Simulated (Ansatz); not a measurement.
# N: band gap under strain

Aim: follow the gap of N, database structure through these states: no strain; -5.0 % shear in the xy plane; -3.7 % biaxial strain in x and y, free along z. The table at the end shows which levels were run.

The runs shown are made with Ansatz 0.2.0. PAW datasets, plane waves. Computed at 0 K without zero-point motion; spin polarisation is off.

### Step 1. The cell

The unstrained cell was relaxed with r2SCAN+rVV10; in each strained cell the atoms were relaxed again with r2SCAN+rVV10. Names of k-points are those of the unstrained zone, where strain can split equivalent points. First state: no strain.

It is tetragonal, P4_2/mnm (No. 136); conventional cell a = 3.961 Å, c = 5.133 Å, 20.13 Å³ an atom. Around N lie 1 N at 1.09 Å.

As a file:

```cif
data_structure
_symmetry_space_group_name_H-M 'P4_2/mnm'
_symmetry_Int_Tables_number 136
_cell_length_a 3.9610
_cell_length_b 3.9610
_cell_length_c 5.1332
_cell_angle_alpha 90.000
_cell_angle_beta 90.000
_cell_angle_gamma 90.000
_cell_volume 80.54
loop_
_atom_site_label
_atom_site_type_symbol
_atom_site_symmetry_multiplicity
_atom_site_Wyckoff_symbol
_atom_site_fract_x
_atom_site_fract_y
_atom_site_fract_z
_atom_site_occupancy
N1 N 4 f 0.90241 0.90241 0.00000 1
```

### Step 2. No strain: PBE

Input file input.yaml:

```yaml
crystal:
  lattice:
    - [3.9609752007, 0.0, 0.0]
    - [0.0, 3.9609752007, 0.0]
    - [0.0, 0.0, 5.1331802138]
  atoms:
    - { symbol: "N", position: [0.9024068436, 0.9024068436, 0.0] }
    - { symbol: "N", position: [0.5975931564, 0.4024068436, 0.5] }
    - { symbol: "N", position: [0.0975931564, 0.0975931564, 0.0] }
    - { symbol: "N", position: [0.4024068436, 0.5975931564, 0.5] }
kpoints:
  mp_grid: { grid: [6, 6, 6] }
  band_path:
    path:
      - [0.0, 0.0, 0.0]
      - [0.0, 0.5, 0.0]
      - [0.5, 0.5, 0.0]
      - [0.0, 0.0, 0.5]
      - [0.0, 0.5, 0.5]
      - [0.5, 0.5, 0.5]
      - [-0.5, -0.5, 0.489583]
    npoints: 1
hamiltonian:
  xc: pbe
scf:
  occupations: { method: fermi_dirac, width: 0.02 }
  n_extra_bands: 5
output:
  forces: true
  stress: true
  eigenvalues: true
```

Started as:

```sh
ansatz run input.yaml --threads 4 --pin off --max-ram 4608MiB --backend cpu --events-out ev --progress --plain --runs-dir out
```

After this run come: No strain: r2SCAN; No strain: HSE06; -5.0 % shear in the xy plane: PBE; -5.0 % shear in the xy plane: r2SCAN; -5.0 % shear in the xy plane: HSE06; -3.7 % biaxial strain in x and y, free along z: PBE; -3.7 % biaxial strain in x and y, free along z: r2SCAN; -3.7 % biaxial strain in x and y, free along z: HSE06.

**Question.** What will these runs give?

As calculated:

Least gap in eV (negative: overlap), with the change from the unstrained cell in brackets:

| state | volume change (%) | PBE | r2SCAN | HSE06 |
| --- | --- | --- | --- | --- |
| no strain | +0.0 | 6.85 | 7.49 | 9.12 |
| -5.0 % shear in the xy plane | -0.1 | 6.83 (-0.02) | 7.47 (-0.02) | 9.11 (-0.01) |
| -3.7 % biaxial strain in x and y, free along z | -4.9 | 6.70 (-0.15) | 7.34 (-0.15) | 8.97 (-0.15) |

What this shows: With HSE06, of the states in the table -3.7 % biaxial strain in x and y, free along z shifts the gap most, by -0.148 eV. PBE and HSE06 differ by 2.27 eV on the unstrained gap, and by at most 0.01 eV on its change: the two disagree on the size of the gap but agree on its response to strain.
